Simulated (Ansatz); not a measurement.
# BaS (Fm-3m) in Ansatz: further runs, part 2 of 2

Ansatz 0.2.0.

### Step 4. Born charges and dielectric tensor, PBE

File input.yaml:

```yaml
crystal:
  lattice:
    - [0.0, 3.19375, 3.19375]
    - [3.19375, 0.0, 3.19375]
    - [3.19375, 3.19375, 0.0]
  atoms:
    - { symbol: Ba, position: [0.0, 0.0, 0.0] }
    - { symbol: S, position: [0.5, 0.5, 0.5] }
kpoints:
  mp_grid: { grid: [7, 7, 7] }
scf:
  occupations: { method: fixed }
hamiltonian:
  xc: pbe
  pseudopotentials: { kind: all_electron, datasets: crystal }
output: {}
dielectric: {}
```

Potentials or basis: all-electron PAW datasets made for the crystal.

The run is started by

```
> ansatz run input.yaml --threads 1 --pin off --max-ram 3072MiB --backend cpu --events-out ev --progress --plain --runs-dir out
```

Standard output:

```text
Warning: RAYON_NUM_THREADS=1 ignored (pool sized by the plan → 1); use --threads N
hamiltonian.pseudopotentials.datasets: crystal makes datasets for this crystal and solves the spheres of its atoms anew in each pass: cutoff 290.0 eV, the density's 1160.0 eV; for an error of 0.50 meV an atom under PBE, 1.0 meV for the cell; an energy difference from a run of another recipe may be off by several times the error for the cell, under r2SCAN by more, where some 0.1 meV an atom stays at smaller errors; in a run that uses the all-electron wave functions in the spheres, carries its plane waves along with the cell (elastic.basis: deformed) or is on a recipe of such a run or, without exact exchange, of a hybrid, they include no finite-basis correction of the energy (for plane waves above the cutoff): energies differ from those of runs with it by up to 1.1 meV an atom at a dataset_error of 0.2 meV (4 under r2SCAN), and by more at a larger error or with an open f shell (one dataset_recipe, of a run without it, keeps both alike, but for a hybrid, which always has it); S in spheres of 1.376 Å, 6 of its electrons in bands; Ba in spheres of 1.376 Å, 10 of its electrons in bands
Engine: ansatz 0.2.0, aarch64-unknown-linux-gnu
Pseudopotentials: kind: all_electron
Pseudopotential: Ba, paw, valence charge 10, recommended cutoff 290 eV (normal), crystal/all_electron/pbe/scalar/gaussian/Ba, Koelling and Harmon's equation, gaussian nucleus
Pseudopotential: S, paw, valence charge 6, recommended cutoff 290 eV (normal), crystal/all_electron/pbe/scalar/gaussian/S, Koelling and Harmon's equation, gaussian nucleus
Functional definition: PBE
  parameter kappa = 0.804
  parameter beta = 0.06672455060314922
  exchange = pbe_x(kappa = kappa, mu = beta*pi^2/3)
  correlation = pbe_c(beta = beta)
davidson cushion auto → on  (no smearing: the cushion is to keep the highest requested band from converging to the state above it; pin scf.eigensolver.cushion to override)
Crystal: 2 atoms, lattice volume = 65.153 Å³
Basis set: ecut = 290 eV, 725 PW (Γ), exchange–correlation on 54×54×54 points (8 copies of the dense FFT grid, shifted against one another)
Bands: 12, of which v1, the nominal top of the filled ones, is band 8 counted from 1 (7 counted from 0)
Symmetry: 48 space group operations
k-points: 40 of 343 (irreducible under 8 space group operations, time reversal used)
Non-local potential: Ba, projectors of the file, l = 0: 2, l = 1: 2, l = 2: 2, l = 3: 2
Non-local potential: S, projectors of the file, l = 0: 1, l = 1: 1, l = 2: 2
PAW form: soft (Blöchl's): semilocal exchange-correlation on the pseudo side does not see the compensation charge
PAW one-centre angular grid: Ba, 194 points (default); XC on its mesh's 1851 points in the sphere
PAW one-centre angular grid: S, 110 points (default); XC on its mesh's 1989 points in the sphere
Initial density: superposition of atomic densities (neutral atoms: chi_scale 0, normalization atom)
Initial wavefunctions: pseudopotential atomic-orbital guess
Functional: x = pbe(κ = 0.804, μ = 0.2195149727645171), c = pbe(β = 0.06672455060314922)
iter 1 solved again at ethr=1.21e-2 eV; its pass at ethr=1.00e-1 eV (dr2=1.93e0 eV) is discarded
SCF iter   1: F=—  HF=-232239.652411 eV  |F-HF|=—  |Δ(HF+E_count)|=         —  Δρ=3.40e-2  dr2=1.89e0  ethr=1.21e-2  ⟨swp⟩=3.0  Hψ=3203  notcnv=0
preconditioner: auto → none  [insulator: Δε(μ)=3.235 eV  Ē_g=12.320 eV  n_scr=14 (ndim 8)  ℏωp=17.2 eV  f_vac=0.000  ε∞_Penn≈3.0]
SCF iter   2: F=—  HF=-232239.247099 eV  |F-HF|=—  |Δ(HF+E_count)|=   4.05e-1  Δρ=1.81e-2  dr2=2.55e-1  ethr=1.18e-2  ⟨swp⟩=3.4  Hψ=1440  notcnv=0  defer=1
SCF iter   3: F=—  HF=-232239.204150 eV  |F-HF|=—  |Δ(HF+E_count)|=   4.29e-2  Δρ=6.49e-3  dr2=3.22e-2  ethr=1.59e-3  ⟨swp⟩=3.2  Hψ=1375  notcnv=0
iter 4 solved again at ethr=6.24e-6 eV; its pass at ethr=2.01e-4 eV (dr2=9.99e-4 eV) is discarded
SCF iter   4: F=—  HF=-232239.216527 eV  |F-HF|=—  |Δ(HF+E_count)|=   1.24e-2  Δρ=1.04e-3  dr2=1.00e-3  ethr=6.24e-6  ⟨swp⟩=3.7  Hψ=2920  notcnv=0  defer=7
SCF iter   5: F=—  HF=-232239.217321 eV  |F-HF|=—  |Δ(HF+E_count)|=   7.94e-4  Δρ=1.72e-4  dr2=3.84e-5  ethr=6.24e-6  ⟨swp⟩=4.0  Hψ=1467  notcnv=0  defer=1
SCF iter   6: F=—  HF=-232239.217357 eV  |F-HF|=—  |Δ(HF+E_count)|=   3.58e-5  Δρ=4.91e-5  dr2=1.27e-6  ethr=2.40e-7  ⟨swp⟩=4.0  Hψ=1899  notcnv=0  defer=1
SCF iter   7: F=—  HF=-232239.217357 eV  |F-HF|=—  |Δ(HF+E_count)|=   1.83e-7  Δρ=1.41e-5  dr2=1.11e-7  ethr=7.95e-9  ⟨swp⟩=3.8  Hψ=1493  notcnv=0
SCF iter   8: F=—  HF=-232239.217357 eV  |F-HF|=—  |Δ(HF+E_count)|=   2.31e-8  Δρ=1.02e-6  dr2=8.01e-10  ethr=6.95e-10  ⟨swp⟩=3.5  Hψ=1454  notcnv=0
SCF iter   9: F=—  HF=-232239.217357 eV  |F-HF|=—  |Δ(HF+E_count)|=  8.15e-10  Δρ=4.05e-7  dr2=1.18e-10  ethr=5.01e-12  ⟨swp⟩=4.1  Hψ=1774  notcnv=0
SCF iter  10: F=-232239.217357 eV  HF=-232239.217357 eV  |F-HF|=2.91e-11  |Δ(HF+E_count)|=  2.91e-11  Δρ=5.50e-8  dr2=1.46e-12  ethr=1.00e-12  ⟨swp⟩=3.1  Hψ=1435  notcnv=0
SCF 1 converged in 10 iterations: F = -232239.217357 eV  dr2 = 1.46e-12
the response reads at least the filled bands of the reference SCF and the lowest empty band at each k-point, and that SCF's band table does not vouch for those bands. The notice of the band table in this run's record says why
NSCF: frozen V_eff on 5 k-points
DFPT response loops at Γ: preconditioner auto → none (the input reference at scf.mixing.eps_inf says where Resta's filter doesn't serve); β = 0.50; Broyden in place of MSR1
WARN: field response: ε∞, Z* and everything formed from them stand on the 7×7×7 k-mesh, whose period is 16.59 times the interband length at k = (0.0000, 0.0000, 0.0000), direct gap 3.689 eV, 14 or more, which is no proof that they serve; points inside a basis were not begun: none includes the bands' part inside the spheres of datasets made for the crystal
SCF converged after 10 iterations
Free energy (F): -232239.217357 eV
Harris-Foulkes:  -232239.217357 eV  (|F-HF|=2.91e-11)
Internal energy: -232239.217357 eV  (E = F + TS)
E sigma→0 (E₀):  -232239.217357 eV
Past the cutoff: waves up to 1.5 times it would add -0.000045 eV an atom, which no energy here includes
By the cutoff:   a pressure is off by up to 0.005 GPa (6 times that energy over an atom's volume, and 0.004 GPa: a bound that held against runs at twice the plane waves)
Past the cutoffs: a stress includes 0.0003 GPa for waves and charges beyond them
In the spheres:  the bands' charges fall short by 1.0e-6 e at most (sound up to 1e-3)
Fermi energy:    7.830512 eV
--- Per-component energies (eV) ---
  E_band       = -18.281532
  E_kinetic    = 313.218017
  E_local      = -298.937926  (includes V_loc(G=0)·N_el)
  E_nonlocal   = -51.513012
  E_hartree    = 132.626739
  E_xc         = -211.356277
  E_vxc        = -267.978946  (∫ρ·V_xc dr)
  E_paw        = -232618.200575  (= ΣΔE_a)
  E_vpaw       = -1323.506401  (= ΣTr[D̂ρ^β])
  E_ewald      = -850.237565
  E_smearing   = -0.000000  (= −TS)
  E_closure    = 1345.183241  (closes the sum)
  Σ components = -232239.217357   (vs F -232239.217357, Δ=0.00e0)
  The terms above E_closure are by the made datasets' own strengths, without shells solved beside the bands.
--- Band table (eV; the first three rows and the last of 40) ---
  k-point 0: bands = ["-18.1097", "-3.1699", "-3.1699", "-3.1699", "-2.4588", "7.8305", "7.8305", "7.8305", "11.5199", "11.7973", "11.7973", "11.7973"]
  k-point 1: bands = ["-18.1013", "-3.5508", "-3.1771", "-3.1771", "-2.0621", "7.3468", "7.5878", "7.5878", "11.7777", "12.0832", "12.0832", "12.2621"]
  k-point 2: bands = ["-18.0823", "-4.0231", "-3.1933", "-3.1933", "-1.5517", "6.5497", "7.1466", "7.1466", "12.0783", "12.8767", "12.8767", "13.6220"]
  k-point 39: bands = ["-18.0521", "-3.8229", "-3.5329", "-3.3863", "-1.7778", "6.7534", "7.3075", "7.3829", "11.7898", "12.6669", "14.3096", "14.9220"]
--- Dielectric response (ions clamped): 1 representative field direction + reference, on 40 of 343 k-points (Σ response iterations 9) ---
  k mesh reduced under 8 symmetry operations, with k and −k counted as one. Each operation leaves every solved perturbation unchanged. A smaller set is not considered because the run solves the response to a homogeneous field
  ε∞ (high-frequency dielectric tensor):
        4.784479    -0.000000    -0.000000
       -0.000000     4.784479    -0.000000
       -0.000000    -0.000000     4.784479
  Born effective charges Z* (e; rows j = field, columns β = displacement):
    site 0:
         2.60979    0.00000    0.00000
         0.00000    2.60979    0.00000
         0.00000    0.00000    2.60979
    site 1:
        -2.60979   -0.00000   -0.00000
         0.00000   -2.60979   -0.00000
         0.00000   -0.00000   -2.60979
  Z* charge neutrality: 1.615e-5 e pre-enforcement
  k-mesh period / interband length: 31.6 Å / 1.91 Å = 16.59 at k = (0.0000, 0.0000, 0.0000), direct gap 3.689 eV — 14 or more, which is no proof of convergence
```

Wall time 37 s (1 thread of Arm Neoverse N1, shared host); peak memory 0.56 GiB.

Results:

```
Free energy                             : -232239.2174 eV
Band gap on the k mesh                  : 2.26 eV, indirect (least direct gap 2.38 eV)
Electronic dielectric tensor (diagonal) : 4.78
Born charges (mean of the diagonal)     : Ba +2.61; S -2.61 e
```

Levels at points of the mesh, in eV from the valence-band top:
```csv
k point,band 5,band 6,band 7,band 8,band 9,band 10,band 11,band 12
"(0.00, 0.00, 0.00)",-10.29,0.00,0.00,0.00,3.69,3.97,3.97,3.97
```

Electronic dielectric tensor:
```
4.78 0.00 0.00
0.00 4.78 0.00
0.00 0.00 4.78
```

Born effective charge tensors (e):
atom 1, Ba
```
2.61 0.00 0.00
0.00 2.61 0.00
0.00 0.00 2.61
```
atom 2, S
```
-2.61  0.00  0.00
 0.00 -2.61  0.00
 0.00  0.00 -2.61
```

Caveat: the program warned that the printed levels may be off, so bands, gaps and densities of states are rough; spin-orbit coupling is left out, which moves the levels of the heavy elements; an odd mesh through Γ misses points on the zone boundary, where band edges often lie.

### Step 5. Overview

```csv
task,level,potentials or basis,spin,k mesh,cutoff (eV),smearing,basis error allowed,gap on the mesh (eV),pressure (GPa)
band structure,BLYP,"all-electron LAPW, scalar-relativistic",off,7 × 7 × 7,136,fermi-dirac 0.05 eV,0.001 eV/atom,2.35,3.0
band structure,LDA,"all-electron LAPW, relativistic spinors","SOC, no magnetisation",5 × 5 × 5,136,fermi-dirac 0.05 eV,0.001 eV/atom,2.07,-2.5
Born charges and dielectric tensor,PBE,all-electron PAW datasets made for the crystal,off,7 × 7 × 7,290,fixed,-,2.26,-
```

Alike in all rows: cell as given.

Caveats: spin-orbit coupling is left out, which moves the levels of the heavy elements (some runs); the mesh misses the band edges, which the band path finds closer together (some runs); the program warned that the printed levels may be off, so bands, gaps and densities of states are rough (some runs); an odd mesh through Γ misses points on the zone boundary, where band edges often lie (some runs).

Compare energies only between runs with the same functional and basis.

### Step 6. Comparison with measurements

Step 2. A measured gap of BaS is 3.806 eV (indirect; 2 K; a printed reference work, monograph, original work of 1988); the calculated 2.30 eV misses it by -1.51 eV. Spin-orbit coupling on Ba is left out. The value is that of BLYP, without temperature or zero-point motion. Semilocal functionals fall short of measured gaps as a rule.

Step 3. Against the measured gap of BaS, 3.806 eV (indirect; 2 K; a printed reference work, monograph, original work of 1988), the calculated 1.96 eV is off by -1.85 eV. The value is that of LDA, without temperature or zero-point motion. Semilocal functionals fall short of measured gaps as a rule.

Step 4. The gap isn't set beside the deposited one, since this odd mesh misses points on the zone boundary.
